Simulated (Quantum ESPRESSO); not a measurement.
**V: phonon spectrum and thermodynamics under several settings**

```
V
1.0
    -1.51435    1.51435    1.51435
     1.51435   -1.51435    1.51435
     1.51435    1.51435   -1.51435
V
1
Direct
  0.00000 0.00000 0.00000
```

All runs used Quantum ESPRESSO 7.5; k mesh 12 × 12 × 12; relaxed cell; collinear spin, ferromagnetic start; cutoff 612 eV; occupations cold, width 0.2 eV; q mesh 2 × 2 × 2.

| level | potentials | volume (Å³/atom) | highest frequency (cm⁻¹) | zero-point energy (meV/atom) | entropy at room temperature (k_B/atom) |
| --- | --- | --- | --- | --- | --- |
| LDA | GBRV 1.5 LDA | 12.49 | 263 | 37.7 | 3.26 |
| PBE | GBRV 1.5 PBE | 13.43 | 250 | 34.4 | 3.53 |
| PBEsol | GBRV 1.5 PBEsol | ? | ? | ? | ? |

Task: What stands in the row left open?

Result: Volume 12.91 Å³/atom; highest frequency 260 cm⁻¹; zero-point energy 36.1 meV/atom; entropy at room temperature 3.38 k_B/atom.

For the row left open. Caveat: the q mesh is small, so phonon branches between its points and thermal values are rough.
